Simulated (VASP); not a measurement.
# TiS2 in VASP: further runs

One sheet, TiS2, is run at these levels: PBEsol, HSE06, PBE0; tasks: work function.

All numbers are computed with VASP 6.6.1; they aren't measurements. Logs are shortened: lines on timing, memory, paths and dates and some standing lists are left out, and cuts for length are marked.

## (1) The structure

The cell holds a sheet with vacuum, 3 atoms: a = 3.320 Å, b = 3.320 Å, c = 18.860 Å, α = 90.00°, β = 90.00°, γ = 120.00°.

The cell was built by a generator and needn't be a form met in nature.

## (2) Work function, PBEsol

Input file INCAR:

```
  ALGO = Normal
  DIPOL = 0.5 0.5 0.500
  EDIFF = 1E-6
  ENCUT = 520
  GGA = PS
  IDIPOL = 3
  ISIF = 2
  ISMEAR = 0
  KPAR = 4
  LASPH = True
  LCHARG = True
  LDIPOL = True
  LREAL = False
  LVACPOTAV = True
  LVHAR = True
  LWAVE = False
  NELM = 60
  PREC = Accurate
  SIGMA = 0.08
```

Input file KPOINTS:

```
k-points
0
Gamma
  12 12 1
```

Input file POSCAR:

```
TiS2                                    
1.0
    3.3195261932      0.0000000000      0.0000000000
   -1.6597630966      2.8747940091      0.0000000000
    0.0000000000      0.0000000000     18.8600000000
  S               Ti            
     2     1
Direct
     0.3333330000000032    0.6666669999999968    0.4239718559359925
     0.6666669999999968    0.3333330000000032    0.5760281440640075
     0.0000000000000000    0.0000000000000000    0.5000000000000000
```

Potentials or basis: VASP PAW PBE potentials, release 64 (S, Ti_sv).

Run with:

```console
> cat potpaw_PBE.64/S/POTCAR potpaw_PBE.64/Ti_sv/POTCAR > POTCAR
> mpirun -np 4 vasp_std > vasp.out
```

OUTCAR:

```text
EDIFF = 1E-6
   ENCUT = 520
   GGA = PS
   ISIF = 2
   ISMEAR = 0
   LASPH = True
   LREAL = False
   NELM = 60
   PREC = Accurate

 ion  position               nearest neighbor table
   1  0.333  0.667  0.424-   3 2.39   3 2.39   3 2.39
   2  0.667  0.333  0.576-   3 2.39   3 2.39   3 2.39
   3  0.000  0.000  0.500-   1 2.39   2 2.39   1 2.39   2 2.39   2 2.39   1 2.39

  LATTYP: Found a hexagonal cell.
 ALAT       =     3.3195261932
 C/A-ratio  =     5.6815337197

  Lattice vectors:

 A1 = (   3.3195261932,   0.0000000000,   0.0000000000)
 A2 = (  -1.6597630966,   2.8747940091,   0.0000000000)
 A3 = (   0.0000000000,   0.0000000000,  18.8600000000)

Analysis of symmetry for initial positions (statically):
=====================================================================
 Subroutine PRICEL returns:
 Original cell was already a primitive cell.

 Routine SETGRP: Setting up the symmetry group for a
 hexagonal supercell.

 Subroutine GETGRP returns: Found 12 space group operations
 (whereof 12 operations were pure point group operations)
 out of a pool of 24 trial point group operations.

The static configuration has the point symmetry D_3d.

Analysis of symmetry for dynamics (positions and initial velocities):
=====================================================================
 Subroutine PRICEL returns:
 Original cell was already a primitive cell.

 Routine SETGRP: Setting up the symmetry group for a
 hexagonal supercell.

 Subroutine GETGRP returns: Found 12 space group operations
 (whereof 12 operations were pure point group operations)
 out of a pool of 24 trial point group operations.

The dynamic configuration has the point symmetry D_3d.

 Subroutine INISYM returns: Found 12 space group operations
 (whereof 12 operations are pure point group operations),
 and found     1 'primitive' translations

----------------------------------------------------------------------------------------

                                     Primitive cell

  volume of cell :     179.9801

  direct lattice vectors                    reciprocal lattice vectors
     3.319526193  0.000000000  0.000000000     0.301247811  0.173925505  0.000000000
    -1.659763097  2.874794009  0.000000000     0.000000000  0.347851010  0.000000000
     0.000000000  0.000000000 18.860000000     0.000000000  0.000000000  0.053022269

  length of vectors
     3.319526193  3.319526191 18.860000000     0.347851010  0.347851010  0.053022269

  position of ions in fractional coordinates (direct lattice)
     0.333333000  0.666667000  0.423971856
     0.666667000  0.333333000  0.576028144
     0.000000000  0.000000000  0.500000000

  ion indices of the primitive-cell ions
   primitive index   ion index
                 1           1
                 2           2
                 3           3

----------------------------------------------------------------------------------------

 KPOINTS: k-points

Automatic generation of k-mesh.
 Grid dimensions read from file:
 generate k-points for:   12   12    1

 Generating k-lattice:

  Cartesian coordinates                     Fractional coordinates (reciprocal lattice)
     0.025103984  0.014493792  0.000000000     0.083333333  0.000000000  0.000000000
     0.000000000  0.028987584  0.000000000     0.000000000  0.083333333  0.000000000
     0.000000000  0.000000000  0.053022269     0.000000000  0.000000000  1.000000000

  Length of vectors
     0.028987584  0.028987584  0.053022269

  Shift w.r.t. Gamma in fractional coordinates (k-lattice)
     0.000000000  0.000000000  0.000000000

 Subroutine IBZKPT returns following result:
 ===========================================

 Found     19 irreducible k-points:

 Following reciprocal coordinates:
            Coordinates               Weight
  0.000000  0.000000  0.000000      1.000000
  0.083333 -0.000000  0.000000      6.000000
  0.166667 -0.000000  0.000000      6.000000
  0.250000 -0.000000  0.000000      6.000000
  0.333333 -0.000000  0.000000      6.000000
  0.416667 -0.000000  0.000000      6.000000
[... 11 lines left out ...]
  0.333333  0.250000  0.000000     12.000000
  0.333333  0.333333  0.000000      2.000000
   k-points           NKPTS =     19   k-points in BZ     NKDIM =     19   number of bands    NBANDS=     16
   number of dos      NEDOS =    301   number of ions     NIONS =      3
   total plane-waves  NPLWV = 109760
   dimension x,y,z NGX =    28 NGY =   28 NGZ =  140
   dimension x,y,z NGXF=    56 NGYF=   56 NGZF=  280
   ions per type =               2   1
   NGX,Y,Z   is equivalent  to a cutoff of  14.02, 14.02, 12.34 a.u.
   NGXF,Y,Z  is equivalent  to a cutoff of  28.05, 28.05, 24.68 a.u.
 SYSTEM =  unknown system
   PREC   = accura    normal or accurate (medium, high low for compatibility)
   ISTART =      0    job   : 0-new  1-cont  2-samecut
   ICHARG =      2    charge: 1-file 2-atom 10-const
   ISPIN  =      1    spin polarized calculation?
   LNONCOLLINEAR =      F non collinear calculations
   LSORBIT =      F    spin-orbit coupling
   LASPH  =      T    aspherical Exc in radial PAW
   ENCUT  =  520.0 eV  38.22 Ry    6.18 a.u.   6.17  6.17 35.07*2*pi/ulx,y,z
   NELM   =     60;   NELMIN=  2; NELMDL= -5     # of ELM steps
   EDIFF  = 0.1E-05   stopping-criterion for ELM
   LREAL  =      F    real-space projection
   EDIFFG = 0.1E-04   stopping-criterion for IOM
   NSW    =      0    number of steps for IOM
   IBRION =     -1    ionic relax: 0-MD 1-quasi-New 2-CG
   NFREE  =      0    steps in history (QN), initial steepest desc. (CG)
   ISIF   =      2    stress and relaxation
   ISYM   =      2    0-nonsym 1-usesym 2-fastsym
   POTIM  = 0.5000    time-step for ionic-motion
   TEBEG  =    0.0;   TEEND  =   0.0 temperature during run
   PSTRESS=    0.0 pullay stress
   NELECT =      24.0000    total number of electrons
   NUPDOWN=      -1.0000    fix difference up-down
   EMIN   =  10.00;   EMAX   =-10.00  energy-range for DOS
   EFERMI =   0.00;   METHOD = LEGACY
   ISMEAR =     0;   SIGMA  =   0.08  broadening in eV -4-tet -1-fermi 0-gaus
   EFERMI_NEDOS =   21; number of points for ismear=-14 and -15
   IALGO  =     38    algorithm
   IMIX   =      4    mixing-type and parameters
     AMIX     =   0.40;   BMIX     =  1.00
     AMIX_MAG =   1.60;   BMIX_MAG =  1.00
  volume/ion in A,a.u.               =      59.99       404.86
  Fermi-wavevector in a.u.,A,eV,Ry     =   0.836380  1.580529  9.517708  0.699532
  Thomas-Fermi vector in A             =   1.950095
   LORBIT       =      0    0 simple, 1 ext, 2 COOP (PROOUT), +10 PAW based schemes
   GGA     = PS    functional components
   LHFCALC =     F    Hartree Fock is set to
   AEXX    =    0.0000 exact exchange contribution
   IVDW    =     0    specifies the selected vdW correction
   LEPSILON=     F    determine dielectric tensor
   LRPA    =     F    only Hartree local field effects (RPA)
 non-spin polarized calculation
 Gauss-broadening in eV      SIGMA  =   0.08
  energy-cutoff  :      520.00
  volume of cell :      179.98
 maximum number of plane-waves:      4871
 NGX is ok and might be reduce to    28
   NGX = 13   NGY = 13   NGZ = 71

 number of electron      24.0000004 magnetization

 dipolmoment           0.000000      0.000000     -0.000000 electrons x Angstroem

 Free energy of the ion-electron system (eV)
  ---------------------------------------------------
  ext. energy  EPLUGINS =         0.00000000
  ---------------------------------------------------
  free energy    TOTEN  =       -21.06880479 eV

  energy without entropy =      -21.06688927  energy(sigma->0) =      -21.06784703

 E-fermi :  -2.2411     XC(G=0):  -3.6902

 val. band max:       -2.4272401770   @ k =   0.0833  -0.0000   0.0000
 cond. band min:      -2.2284256876   @ k =   0.5000  -0.0000   0.0000
 fundamental gap:      0.1988144895
 Fermi energy:        -2.2410741856

 k-point     1 :       0.0000    0.0000    0.0000
  band No.  band energies     occupation
      1     -59.4396      2.00000
      2     -35.7964      2.00000
      3     -35.7210      2.00000
      4     -35.7210      2.00000
      5     -15.9519      2.00000
      6     -14.7002      2.00000
[... 8 lines left out ...]
     15      -1.1457      0.00000
     16       1.6903      0.00000

 k-point     2 :       0.0833   -0.0000    0.0000
  band No.  band energies     occupation
      1     -59.4384      2.00000
      2     -35.7940      2.00000
      3     -35.7330      2.00000
      4     -35.7237      2.00000
      5     -15.8615      2.00000
      6     -14.6668      2.00000
[... 8 lines left out ...]
     15      -0.9189      0.00000
     16       1.3649      0.00000

 k-point     3 :       0.1667   -0.0000    0.0000
  band No.  band energies     occupation
      1     -59.4352      2.00000
      2     -35.7874      2.00000
      3     -35.7656      2.00000
      4     -35.7311      2.00000
      5     -15.6025      2.00000
      6     -14.5730      2.00000
[... 8 lines left out ...]
     15      -0.5844      0.00000
     16       0.9182      0.00000

 k-point     4 :       0.2500   -0.0000    0.0000
  band No.  band energies     occupation
      1     -59.4307      2.00000
      2     -35.8102      2.00000
      3     -35.7780      2.00000
      4     -35.7411      2.00000
      5     -15.2148      2.00000
      6     -14.4374      2.00000
[... 8 lines left out ...]
     15      -0.3455      0.00000
     16       0.9553      0.00000
[... 229 lines left out ...]
 k-point    17 :       0.2500    0.2500    0.0000
  band No.  band energies     occupation
      1     -59.4217      2.00000
      2     -35.8637      2.00000
      3     -35.7956      2.00000
      4     -35.7599      2.00000
      5     -14.2771      2.00000
      6     -14.1342      2.00000
[... 8 lines left out ...]
     15      -0.2141      0.00000
     16       0.7734      0.00000

 k-point    18 :       0.3333    0.2500    0.0000
  band No.  band energies     occupation
      1     -59.4201      2.00000
      2     -35.8651      2.00000
      3     -35.8138      2.00000
      4     -35.7567      2.00000
      5     -14.1040      2.00000
      6     -14.0400      2.00000
[... 8 lines left out ...]
     15      -0.2946      0.00000
     16       0.9626      0.00000

 k-point    19 :       0.3333    0.3333    0.0000
  band No.  band energies     occupation
      1     -59.4195      2.00000
      2     -35.8430      2.00000
      3     -35.8430      2.00000
      4     -35.7555      2.00000
      5     -14.0234      2.00000
      6     -14.0234      2.00000
[... 8 lines left out ...]
     15      -0.4238      0.00000
     16       1.2943      0.00000

------------------------ aborting loop because EDIFF is reached ----------------------------------------

  FORCE on cell =-STRESS in cart. coord.  units (eV):
  Direction    XX          YY          ZZ          XY          YZ          ZX
  --------------------------------------------------------------------------------------
  -------------------------------------------------------------------------------------
  Total        0.6685668      0.6685668      0.0992743      0.0000000     -0.0000000      0.0000000
  in kB        5.9515611      5.9515611      0.8837370      0.0000000     -0.0000000      0.0000000
  external PRESSURE =       4.2622864 kB  Pullay stress =       0.0000000 kB

 VOLUME and BASIS-vectors are now :
 -----------------------------------------------------------------------------
  energy-cutoff  :      520.00
  volume of cell :      179.98
      direct lattice vectors                 reciprocal lattice vectors
     3.319526193  0.000000000  0.000000000     0.301247811  0.173925505  0.000000000
    -1.659763097  2.874794009  0.000000000     0.000000000  0.347851010  0.000000000
     0.000000000  0.000000000 18.860000000     0.000000000  0.000000000  0.053022269

 POSITION                                       TOTAL-FORCE (eV/Angst)
 -----------------------------------------------------------------------------------
     -0.00000      1.91653      7.99611         0.000000      0.000000     -0.042039
      1.65976      0.95826     10.86389        -0.000000      0.000000      0.042039
      0.00000      0.00000      9.43000         0.000000      0.000000      0.000000
 -----------------------------------------------------------------------------------
    total drift:                                0.000000     -0.000000      0.000000

  FREE ENERGIE OF THE ION-ELECTRON SYSTEM (eV)
  ---------------------------------------------------
  free  energy   TOTEN  =       -21.0688047936 eV

  energy  without entropy=      -21.0668892736  energy(sigma->0) =      -21.06784703

 vacuum level on the upper side and lower side of the slab         3.522         3.522
```

It took 27 s on 4 MPI ranks of Intel Xeon 6975P-C (Granite Rapids), shared host; peak memory 0.35 GiB.

What came out:

- Free energy: -21.0688 eV
- Largest force: 0.042 eV/Å
- Band gap on the k mesh: none (metal or under the smearing width)
- Work function of the upper face: 5.76 eV
- Work function of the lower face: 5.76 eV

Forces on the atoms (eV/Å):
```
S    0.000  0.000 -0.042
S    0.000  0.000  0.042
Ti   0.000  0.000  0.000
```

Caveat: the PAW data sets were made with another functional, which shifts forces and pressure a little.

## (3) Work function, PBEsol, non-collinear spin, zero start, spin-orbit coupling

INCAR, as its differences from that of step 2:

```diff
@@ -5,2 +5,3 @@
   GGA = PS
+  GGA_COMPAT = False
   IDIPOL = 3
@@ -12,3 +13,6 @@
   LDIPOL = True
+  LMAXMIX = 4
+  LORBIT = 11
   LREAL = False
+  LSORBIT = True
   LVACPOTAV = True
@@ -16,2 +20,3 @@
   LWAVE = False
+  MAGMOM = 0 0 0 0 0 0 0 0 0
   NELM = 60
```

KPOINTS is that of step 2.

POSCAR is that of step 2.

Potentials or basis: VASP PAW PBE potentials, release 64 (S, Ti_sv).

Run with:

```console
> cat potpaw_PBE.64/S/POTCAR potpaw_PBE.64/Ti_sv/POTCAR > POTCAR
> mpirun -np 4 vasp_ncl > vasp.out
```

OUTCAR:

```text
EDIFF = 1E-6
   ENCUT = 520
   GGA = PS
   ISIF = 2
   ISMEAR = 0
   LASPH = True
   LORBIT = 11
   LREAL = False
   LSORBIT = True
   NELM = 60
   PREC = Accurate

 ion  position               nearest neighbor table
   1  0.333  0.667  0.424-   3 2.39   3 2.39   3 2.39
   2  0.667  0.333  0.576-   3 2.39   3 2.39   3 2.39
   3  0.000  0.000  0.500-   1 2.39   2 2.39   1 2.39   2 2.39   2 2.39   1 2.39

  LATTYP: Found a hexagonal cell.
 ALAT       =     3.3195261932
 C/A-ratio  =     5.6815337197

  Lattice vectors:

 A1 = (   3.3195261932,   0.0000000000,   0.0000000000)
 A2 = (  -1.6597630966,   2.8747940091,   0.0000000000)
 A3 = (   0.0000000000,   0.0000000000,  18.8600000000)

Analysis of symmetry for initial positions (statically):
=====================================================================
 Subroutine PRICEL returns:
 Original cell was already a primitive cell.

 Routine SETGRP: Setting up the symmetry group for a
 hexagonal supercell.

 Subroutine GETGRP returns: Found 12 space group operations
 (whereof 12 operations were pure point group operations)
 out of a pool of 24 trial point group operations.
[... 900 lines left out ...]
     0.0000000     0.0000000     0.0000000     0.0000000     0.0000000
     0.0000000     0.0000000     0.0000000     0.0000000     0.0000000
 l=   3
     0.0000000     0.0000000     0.0000000     0.0000000     0.0000000     0.0000000     0.0000000
     0.0000000     0.0000000     0.0000000     0.0000000     0.0000000     0.0000000     0.0000000
     0.0000000     0.0000000     0.0000000     0.0000000     0.0000000     0.0000000     0.0000000
     0.0000000     0.0000000     0.0000000     0.0000000     0.0000000     0.0000000     0.0000000
[... 29 lines left out ...]
 l=   2
     0.0000000    -0.0000258     0.0000000    -0.0000258    -0.0000588
    -0.0000258     0.0000000    -0.0000533    -0.0000424    -0.0000258
     0.0000000    -0.0000533     0.0000000    -0.0000533     0.0000000
    -0.0000258    -0.0000424    -0.0000533     0.0000000    -0.0000258
    -0.0000588    -0.0000258     0.0000000    -0.0000258     0.0000000
 l=   3
     0.0000000     0.0000000     0.0000000     0.0000000     0.0000000     0.0000000     0.0000000
     0.0000000     0.0000000     0.0000000     0.0000000     0.0000000     0.0000000     0.0000000
     0.0000000     0.0000000     0.0000000     0.0000000     0.0000000     0.0000000     0.0000000
     0.0000000     0.0000000     0.0000000     0.0000000     0.0000000     0.0000000     0.0000000
     0.0000000     0.0000000     0.0000000     0.0000000     0.0000000     0.0000000     0.0000000
     0.0000000     0.0000000     0.0000000     0.0000000     0.0000000     0.0000000     0.0000000
     0.0000000     0.0000000     0.0000000     0.0000000     0.0000000     0.0000000     0.0000000

 total charge

# of ion       s       p       d       tot
------------------------------------------
    1        1.351   2.366   0.000   3.717
    2        1.351   2.366   0.000   3.717
    3        2.199   6.216   1.856  10.271
--------------------------------------------------
tot          4.902  10.948   1.856  17.705

 magnetization (x)

# of ion       s       p       d       tot
------------------------------------------
    1        0.000   0.000   0.000   0.000
    2        0.000  -0.000   0.000  -0.000
    3        0.000  -0.000   0.000  -0.000
--------------------------------------------------
tot          0.000  -0.000   0.000  -0.000

 magnetization (y)

# of ion       s       p       d       tot
------------------------------------------
    1        0.000   0.000   0.000   0.000
    2        0.000   0.000   0.000   0.000
    3       -0.000  -0.000   0.000   0.000
--------------------------------------------------
tot          0.000  -0.000   0.000   0.000

 magnetization (z)

# of ion       s       p       d       tot
------------------------------------------
    1        0.000   0.000   0.000   0.000
    2        0.000   0.000   0.000   0.000
    3        0.000   0.000   0.000   0.000
--------------------------------------------------
tot          0.000   0.000   0.000   0.000
```

OSZICAR:

```text
N       E                     dE             d eps       ncg     rms          rms(c)
DAV:   1     0.232203632174E+03    0.23220E+03   -0.10716E+04  1456   0.124E+03
DAV:   2     0.900407785575E+01   -0.22320E+03   -0.21653E+03  1576   0.335E+02
[... 17 lines left out ...]
DAV:  20    -0.210761852175E+02   -0.24847E-04   -0.28446E-06  1192   0.118E-02    0.400E-03
DAV:  21    -0.210762088732E+02   -0.23656E-04   -0.10321E-06  1072   0.475E-03    0.198E-03
DAV:  22    -0.210762295236E+02   -0.20650E-04   -0.12965E-06  1128   0.502E-03    0.120E-03
DAV:  23    -0.210762350642E+02   -0.55406E-05   -0.19423E-07   936   0.220E-03    0.132E-03
DAV:  24    -0.210762401526E+02   -0.50883E-05   -0.33563E-07   976   0.208E-03    0.258E-04
DAV:  25    -0.210762405518E+02   -0.39926E-06   -0.25827E-08   792   0.105E-03
   1 F= -.21076241E+02 E0= -.21075282E+02  d E =-.191676E-02  mag=     0.0000     0.0000     0.0000
```

It took 2.6 min on 4 MPI ranks of Intel Xeon 6975P-C (Granite Rapids), shared host; peak memory 0.94 GiB.

Results:

| Property | Result |
| --- | --- |
| Free energy | -21.0762 eV |
| Largest force | 0.042 eV/Å |
| Net moment | 0.00 μB per cell |
| Valence electrons inside the program's atomic spheres | S 3.72; Ti 10.27 |
| Work function of the upper face | 5.76 eV |
| Work function of the lower face | 5.76 eV |

Forces in eV/Å, atoms in the order of the input:
```
S    0.000  0.000 -0.042
S    0.000  0.000  0.042
Ti   0.000  0.000  0.000
```

Moments on the atoms (μB; x, y, z):
```
S   0.00 0.00 0.00
S   0.00 0.00 0.00
Ti  0.00 0.00 0.00
```

Caveat: the PAW data sets were made with another functional, which shifts forces and pressure a little.

(Continued in part 2 of 2.)
